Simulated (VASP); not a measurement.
# InAs in VASP: relaxing the cell with several functionals, part 2 of 2

VASP 6.6.1, plane waves, PAW.

## (3) LDA: cell and atoms

Input file INCAR:

```
ENCUT = 600.000000
SIGMA = 0.020000
EDIFF = 1.00e-07
EDIFFG = -5.00e-03
GGA = CA
PREC = Accurate
IBRION = 2
ISIF = 3
ISMEAR = -1
NBANDS = 16
NELM = 120
NSW = 40
LASPH = .TRUE.
LCHARG = .FALSE.
LWAVE = .FALSE.
LREAL = .FALSE.
```

Input file KPOINTS:

```
KPOINTS created by Atomic Simulation Environment
0
Gamma
6 6 6
0 0 0
```

Input file POSCAR:

```
In As
 1.0000000000000000
     0.0000000000000000    3.0943470650270921    3.0943470650270921
     3.0943470650270921    0.0000000000000000    3.0943470650270921
     3.0943470650270921    3.0943470650270921    0.0000000000000000
 In  As
   1   1
Cartesian
  0.0000000000000000  0.0000000000000000  0.0000000000000000
  1.5471735325135458  1.5471735325135458  1.5471735325135458
```

The run uses the recommended LDA PAW datasets (18 valence electrons a neutral cell).

Launch:

```bash
mpirun -np 1 vasp_std
```

The first run moved the cell so far that it was started again from its end, on a fresh basis. The second run's POSCAR:

```
In As
 1.0000000000000000
     0.0000000000000000    3.0173705011731857    3.0173705011731857
     3.0173705011731857    0.0000000000000000    3.0173705011731857
     3.0173705011731857    3.0173705011731857    0.0000000000000000
 In  As
   1   1
Cartesian
  0.0000000000000000  0.0000000000000000  0.0000000000000000
  1.5086852505865929  1.5086852505865929  1.5086852505865929
```

The files below are the second run's.

Standard output, without the iteration lines:

```text
POSCAR found type information on POSCAR InAs
 POSCAR found :  2 types and       2 ions
 LDA part: xc-table for (Slater(with rela. corr.)+CA(PZ))
 , standard interpolation
 POSCAR, INCAR and KPOINTS ok, starting setup
 FFT: planning ... GRIDC
 FFT: planning ... GRID_SOFT
 FFT: planning ... GRID
 WAVECAR not read
 WARNING: random wavefunctions but no delay for mixing, default for NELMDL
 entering main loop
 curvature:   0.00 expect dE= 0.000E+00 dE for cont linesearch  0.000E+00
 search vector abs. value=  0.232E-05
 reached required accuracy - stopping structural energy minimisation
```

OSZICAR:

```text
N       E                     dE             d eps       ncg     rms          rms(c)
DAV:   1     0.112575256785E+03    0.11258E+03   -0.89268E+03   512   0.136E+03
DAV:   2    -0.163515101200E+01   -0.11421E+03   -0.10975E+03   568   0.301E+02
DAV:   3    -0.912360807041E+01   -0.74885E+01   -0.74519E+01   656   0.744E+01
DAV:   4    -0.932220156623E+01   -0.19859E+00   -0.19855E+00   664   0.135E+01
DAV:   5    -0.933027445338E+01   -0.80729E-02   -0.80727E-02   728   0.230E+00    0.474E+00
DAV:   6    -0.905259239547E+01    0.27768E+00   -0.37423E-01   824   0.105E+01    0.262E+00
DAV:   7    -0.901291787397E+01    0.39675E-01   -0.10668E-01   720   0.294E+00    0.678E-01
DAV:   8    -0.900951043102E+01    0.34074E-02   -0.11697E-02   680   0.123E+00    0.227E-01
DAV:   9    -0.900939370995E+01    0.11672E-03   -0.80458E-04   680   0.238E-01    0.135E-01
DAV:  10    -0.900941646560E+01   -0.22756E-04   -0.10343E-04   784   0.164E-01    0.675E-02
DAV:  11    -0.900942028930E+01   -0.38237E-05   -0.29127E-05   640   0.103E-01    0.491E-02
DAV:  12    -0.900941831581E+01    0.19735E-05   -0.39951E-06   752   0.261E-02    0.836E-03
DAV:  13    -0.900941833500E+01   -0.19190E-07   -0.60750E-07   616   0.451E-03
   1 F= -.90094183E+01 E0= -.90092415E+01  d E =-.900942E+01
```

From OUTCAR:

```text
k-points           NKPTS =     16   k-points in BZ     NKDIM =     16   number of bands    NBANDS=     16

   NELECT =      18.0000    total number of electrons

   dimension x,y,z NGX =    36 NGY =   36 NGZ =   36
   dimension x,y,z NGXF=    72 NGYF=   72 NGZF=   72

  energy-cutoff  :      600.00
  volume of cell :       54.94
      direct lattice vectors                 reciprocal lattice vectors
     0.000000000  3.017370501  3.017370501    -0.165707194  0.165707194  0.165707194
     3.017370501  0.000000000  3.017370501     0.165707194 -0.165707194  0.165707194
     3.017370501  3.017370501  0.000000000     0.165707194  0.165707194 -0.165707194

 k-points in reciprocal lattice and weights: KPOINTS created by Atomic Simulation Env
   0.00000000  0.00000000  0.00000000       0.005
   0.16666667  0.00000000  0.00000000       0.037
   0.33333333  0.00000000  0.00000000       0.037
   0.50000000  0.00000000  0.00000000       0.019
   0.16666667  0.16666667  0.00000000       0.028
   0.33333333  0.16666667  0.00000000       0.111
   0.50000000  0.16666667  0.00000000       0.111
  -0.33333333  0.16666667  0.00000000       0.111
[... 8 more k-points ...]

 E-fermi :   4.4219

 k-point     1 :       0.0000    0.0000    0.0000
  band No.  band energies     occupation
      1      -9.9699      2.00000
      2      -9.9699      2.00000
      3      -9.9699      2.00000
      4      -9.8392      2.00000
      5      -9.8392      2.00000
      6      -7.5462      2.00000
      7       4.0407      2.00000
      8       4.4081      1.33333
      9       4.4081      1.33333
     10       4.4081      1.33333
     11       8.2271      0.00000
     12       8.2271      0.00000
     13       8.2271      0.00000
     14      11.7040      0.00000
     15      14.1364      0.00000
     16      14.1364      0.00000

 k-point     2 :       0.1667    0.0000    0.0000
  band No.  band energies     occupation
      1     -10.0061      2.00000
      2      -9.9598      2.00000
      3      -9.9598      2.00000
      4      -9.8392      2.00000
      5      -9.8392      2.00000
      6      -7.2585      2.00000
      7       1.8205      2.00000
      8       4.0855      2.00000
      9       4.0855      2.00000
     10       5.5378      0.00000
     11       8.6216      0.00000
     12       8.6780      0.00000
     13       8.6780      0.00000
     14      12.8065      0.00000
     15      12.9799      0.00000
     16      12.9799      0.00000

 k-point     3 :       0.3333    0.0000    0.0000
  band No.  band energies     occupation
      1     -10.0711      2.00000
      2      -9.9432      2.00000
      3      -9.9432      2.00000
      4      -9.8353      2.00000
      5      -9.8353      2.00000
      6      -6.5424      2.00000
      7      -0.4224      2.00000
      8       3.5968      2.00000
      9       3.5968      2.00000
     10       5.3803      0.00000
     11       9.0492      0.00000
     12       9.0492      0.00000
     13      10.4307      0.00000
     14      12.3824      0.00000
     15      13.4550      0.00000
     16      13.4550      0.00000

 k-point     4 :       0.5000    0.0000    0.0000
  band No.  band energies     occupation
      1     -10.1009      2.00000
      2      -9.9372      2.00000
      3      -9.9372      2.00000
      4      -9.8309      2.00000
      5      -9.8309      2.00000
      6      -6.0448      2.00000
      7      -1.4650      2.00000
      8       3.3976      2.00000
      9       3.3976      2.00000
     10       5.2235      0.00000
     11       9.0125      0.00000
     12       9.0125      0.00000
     13      11.0953      0.00000
     14      13.2833      0.00000
     15      15.1230      0.00000
     16      15.1230      0.00000

[... the tables of k-points 5 to 16 left out ...]

  Total       -0.0056607     -0.0056607     -0.0056607     -0.0000000      0.0000000     -0.0000000
  in kB       -0.1650685     -0.1650685     -0.1650685     -0.0000000      0.0000000     -0.0000000
  external PRESSURE =      -0.1650685 kB  Pullay stress =       0.0000000 kB

 POSITION                                       TOTAL-FORCE (eV/Angst)
 -----------------------------------------------------------------------------------
      0.00000      0.00000      0.00000        -0.000000     -0.000000     -0.000000
      1.50869      1.50869      1.50869         0.000000      0.000000      0.000000
 -----------------------------------------------------------------------------------
    total drift:                                0.000000      0.000000      0.000000

  FREE ENERGIE OF THE ION-ELECTRON SYSTEM (eV)
  ---------------------------------------------------
  free  energy   TOTEN  =        -9.0094183350 eV

  energy  without entropy=       -9.0090647135  energy(sigma->0) =       -9.00924152
```

CONTCAR

```
In As
   1.00000000000000
     0.0000000000000000    3.0173705011731857    3.0173705011731857
     3.0173705011731857    0.0000000000000000    3.0173705011731857
     3.0173705011731857    3.0173705011731857    0.0000000000000000
  In              As
     1     1
Direct
     0.0000000000000000    0.0000000000000000    0.0000000000000000
     0.2500000000000000    0.2500000000000000    0.2500000000000000

  0.00000000E+00  0.00000000E+00  0.00000000E+00
  0.00000000E+00  0.00000000E+00  0.00000000E+00
```

Hardware: 1 MPI rank of Intel Xeon Platinum 8488C, shared host.

|  | before | after | change |
| --- | --- | --- | --- |
| a (Å) | 6.189 | 6.035 | -2.49 % |
| volume (Å³/atom) | 29.628 | 27.472 | -7.28 % |
| shortest distance (Å) | 2.680 | 2.613 | -2.49 % |
| space group | F-43m | F-43m | same |

## (4) The relaxed cells

What follows sums up all 2 parts.

```
 level  a (Å)  volume (Å³/atom)  space group  Ansatz: volume (Å³/atom)
PBEsol  6.094            28.286        F-43m                    28.232
   LDA  6.035            27.472        F-43m                    27.394
```

**Reading.** The PBEsol run changed the volume by -4.5 % from its own start of 29.63 Å³/atom. The volume spreads over 3.0 %, from LDA to PBEsol. A measured a is 6.05838 Å (298.15 K; a printed reference work, data compilation); the misses are PBEsol +0.6 %, LDA -0.4 %. The two programs differ by at most 0.28 % in volume, much less than the spread of the functionals. Each program uses its own PAW datasets and cutoff. VASP's cell holds 18 valence electrons and Ansatz's 28. LDA means the Perdew–Zunger form in VASP and the Perdew–Wang form in Ansatz.
